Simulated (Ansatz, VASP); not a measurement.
**Two plane-wave programs on MgS**

```
CELL_PARAMETERS angstrom
3.61115 0.00000 0.00000
-1.80557 3.12734 0.00000
0.00000 0.00000 3.30485
ATOMIC_POSITIONS crystal
Mg 0.33333 0.66667 0.50000
S 0.00000 0.00000 0.00000
```

Change from the starting cell: species swapped into the CdAg type (Amm2, No. 38).

Alike in both runs: functional PBE; k mesh 12 × 12 × 8; occupations gaussian, width 0.02 eV; no spin polarisation.

Ansatz relaxed the structure, and its values are those at the end. VASP's run is a single point on that final structure, the one shown.

|  | VASP | Ansatz |
| --- | --- | --- |
| version | VASP 6.6.1 | Ansatz 0.2.0 |
| potentials or method | VASP PAW PBE potentials, release 64 (Mg, S) | scalar-relativistic, plane waves, PAW |
| plane-wave cutoff (eV) | 520 | 420 |
| valence electrons in the cell | 8 | 16 |

VASP gave:

| Item | Value |
| --- | --- |
| gap on the k mesh at the Fermi level (eV) | 1.13 |
| least direct gap on the mesh (eV) | 2.11 |
| pressure (GPa) | -0.3 |

Task: Estimate Ansatz's values.

Result: gap on the k mesh at the Fermi level (eV): 1.15; least direct gap on the mesh (eV): 2.12; pressure (GPa): 0.0.

The two sets of potentials don't hold the same shells in valence.

A k mesh can miss the band edges.
